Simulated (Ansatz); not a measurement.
Base system: LiI in the rock salt structure (space group Fm-3m, No. 225; a = 6.019 Å).

Calculations: Ansatz (a quantum-chemistry and plane-wave program), PBE, PAW, cutoff 420 eV, no spin-orbit coupling.

For the base:

| Quantity | Result |
|---|---|
| Band gap | 4.25 eV |
| Electron mass | 0.29 mₑ (at Γ) |
| Density | 4.08 g/cm³ |
| Gap character | indirect, K–Γ (79 % along) → Γ |

It is then changed as follows: a hydrostatic pressure of 2.1 GPa.

Estimate the effect on the band gap.

The band gap increases by 0.12 eV to 4.37 eV.

What happens to the electron mass?

The electron mass changes from 0.29 mₑ (at Γ) to 0.90 mₑ along k, 0.47 mₑ across (at X).

What does the calculation give for the density after the change?

The density goes up by 0.368 g/cm³ (4.08 g/cm³ → 4.44 g/cm³).

Predict the new gap character.

The gap character becomes indirect, a point along ⟨110⟩, about 0.3 Å⁻¹ from Γ → X (base: indirect, K–Γ (79 % along) → Γ).

With I present, leaving out spin-orbit coupling can change the band edges. Load acts through the strain it causes; cell and atoms are relaxed under it. Masses are band curvatures over ±0.01 Å⁻¹ around the edge. Along k means along the line from Γ to the band edge. Whether these cells are dynamically stable was not tested.
